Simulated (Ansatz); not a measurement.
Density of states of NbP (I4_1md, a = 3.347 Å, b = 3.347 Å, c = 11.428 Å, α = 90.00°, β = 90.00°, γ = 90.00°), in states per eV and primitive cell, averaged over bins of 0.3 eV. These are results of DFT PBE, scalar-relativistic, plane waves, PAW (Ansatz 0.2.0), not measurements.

Plane waves to 420 eV, a k mesh through Γ of 18×18×18 on the computed 4-atom cell and Gaussian smearing (0.10 eV); no spin polarisation.

The cell is relaxed at this level. The states (both spins) are summed by tetrahedra on a 27×27×27 mesh at the self-consistent density. Energies are bin centres; the table starts no lower than −8 eV and ends at 6 eV, or lower where the solved bands end.

It is a metal at this level.

```csv
E − E_F (eV),total,Nb 4d,P 3p,Nb 5s,P 3s
-6.20,0.48,0.10,0.27,0.07,0.02
-5.90,1.39,0.38,0.77,0.14,0.04
-5.60,1.83,0.60,0.99,0.14,0.04
-5.30,4.01,1.44,2.19,0.21,0.06
-5.00,2.48,0.92,1.33,0.11,0.05
-4.70,1.20,0.44,0.64,0.05,0.04
-4.40,1.81,0.60,1.05,0.05,0.06
-4.10,2.60,0.93,1.46,0.08,0.06
-3.80,2.77,1.02,1.53,0.08,0.07
-3.50,3.04,1.23,1.60,0.07,0.06
-3.20,3.09,1.36,1.58,0.05,0.04
-2.90,4.12,1.72,2.21,0.07,0.03
-2.60,3.95,1.75,2.04,0.06,0.02
-2.30,4.04,2.00,1.88,0.04,0.03
-2.00,2.13,1.19,0.86,0.03,0.01
-1.70,1.13,0.71,0.37,0.01,0.01
-1.40,2.26,1.71,0.39,0.05,0.02
-1.10,2.68,2.13,0.35,0.08,0.02
-0.80,3.78,3.04,0.40,0.16,0.04
-0.50,3.48,2.75,0.46,0.07,0.03
-0.20,1.03,0.79,0.16,0.02,0.01
0.10,0.42,0.36,0.04,0.00,0.00
0.40,1.73,1.47,0.18,0.01,0.01
0.70,1.66,1.38,0.20,0.01,0.01
1.00,1.87,1.57,0.19,0.01,0.02
1.30,2.50,2.12,0.23,0.02,0.03
1.60,2.46,2.01,0.27,0.03,0.05
1.90,2.31,1.81,0.29,0.03,0.08
2.20,2.63,1.92,0.44,0.03,0.12
2.50,3.11,2.28,0.46,0.07,0.15
2.80,4.26,3.02,0.69,0.11,0.23
3.10,4.15,2.81,0.76,0.10,0.27
3.40,3.37,2.12,0.70,0.06,0.32
3.70,3.12,1.76,0.68,0.08,0.41
4.00,4.29,2.29,0.96,0.16,0.57
4.30,3.31,1.61,0.93,0.18,0.30
4.60,2.75,1.27,1.01,0.10,0.14
4.90,2.21,1.03,0.86,0.06,0.08
5.20,1.39,0.62,0.54,0.06,0.03
5.50,1.94,0.72,0.66,0.28,0.04
5.80,1.81,0.62,0.62,0.24,0.03
```

The columns after the total are the main Löwdin projections on the occupied valence shells of the potentials; 2 others are left out. The rest of the total lies in those, in shells that are empty in the free atom, which aren't projected, and between the atoms.

Whether NbP exists in this form wasn't checked.